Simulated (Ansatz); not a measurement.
CuI (Marshite):

```xyz
2
Lattice="0.0000 3.0315 3.0315 3.0315 0.0000 3.0315 3.0315 3.0315 0.0000" Properties=species:S:1:pos:R:3 pbc="T T T"
I     0.0000    0.0000    0.0000
Cu    4.5473    4.5473    4.5473
```

```yaml
Program: Ansatz 0.2.0
Task: relaxation of cell and atoms
Functional: revPBE
Potentials_or_basis: Ansatz PAW
Cutoff: "420 eV (not typed: the program's choice for these potentials)"
k_mesh: 8 × 8 × 8
Occupations: fermi-dirac, width 0.05 eV
Spin: no spin polarisation
```

At the start: volume 27.86 Å³/atom.

Q: How do energy, volume and symmetry change on relaxing?

A: It ends after 4 steps and the volume is 29.23 Å³/atom (+4.9 %); space group F-43m (No. 216, to 0.05 Å).

The path:
```tsv
step	energy change (eV)	largest force (eV/Å)	volume (Å³)
1	0.0000	0.0000	55.72
2	-0.0139	0.0000	58.13
3	-0.0141	0.0000	58.46
4	-0.0148	0.0000	58.46
```

Final structure:
```xyz
2
Lattice="0.0000 3.0805 3.0805 3.0805 0.0000 3.0805 3.0805 3.0805 0.0000" Properties=species:S:1:pos:R:3 pbc="T T T"
I     0.0000    0.0000    0.0000
Cu    4.6207    4.6207    4.6207
```

Caveat: the plane-wave basis is chosen anew once the cell has moved, so the energies of steps on either side of that aren't comparable; the PAW data sets come from PBE, with cores solved anew for the run's functional, which leaves a small shift of forces and pressure.
